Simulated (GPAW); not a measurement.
Slab: Te2Mo, a slab with vacuum.

```
CELL_PARAMETERS angstrom
6.36161 0.00000 0.00000
0.00000 3.48040 0.00000
-0.08574 0.00000 36.17589
ATOMIC_POSITIONS crystal
Te 0.42925 0.75000 0.54070
Te 0.57075 0.25000 0.45930
Te 0.92085 0.25000 0.55653
Te 0.07915 0.75000 0.44347
Mo 0.18135 0.25000 0.49747
Mo 0.81865 0.75000 0.50253
```

```yaml
Program: GPAW 26.7.0
Task: single point
Functional: PBEsol
Potentials_or_basis: PAW data sets generated in the run's folder for this functional
Cutoff: 600 eV
Basis: pw
k_mesh: 4 × 8 × 1
Occupations: fermi-dirac, width 0.05 eV
Spin: no spin polarisation
```

On this cell: largest force 0.304 eV/Å; band gap on the k mesh none (metal or under the smearing width).

The same run follows on a disturbed copy (atoms moved at random, drawn with an rms of 0.05 Å):

```xyz
6
Lattice="6.3616 0.0000 0.0000 0.0000 3.4804 0.0000 -0.0857 0.0000 36.1759" Properties=species:S:1:pos:R:3 pbc="T T T"
Te    2.7077    2.6139   19.5627
Te    3.6184    0.8965   16.6061
Te    5.7867    0.8768   20.1418
Te    0.4673    2.5662   16.0559
Mo    1.1287    0.9040   17.9964
Mo    5.1593    2.6126   18.1526
```

Question: What changes?

Answer: The energy (extrapolated to zero smearing) moves by +6.4 meV/atom; largest force 0.687 eV/Å; band gap on the k mesh none (metal or under the smearing width).

Forces in eV/Å, atoms in the order of the input:
```
Te  -0.097  0.029 -0.347
Te  -0.244 -0.081  0.189
Te   0.127  0.005 -0.675
Te   0.105  0.437  0.025
Mo  -0.103 -0.449  0.219
Mo   0.211  0.059  0.589
```

Stress tensor (GPa, compression positive):
```
-0.68 -0.05  0.06
-0.05 -0.86 -0.13
 0.06 -0.13 -0.45
```
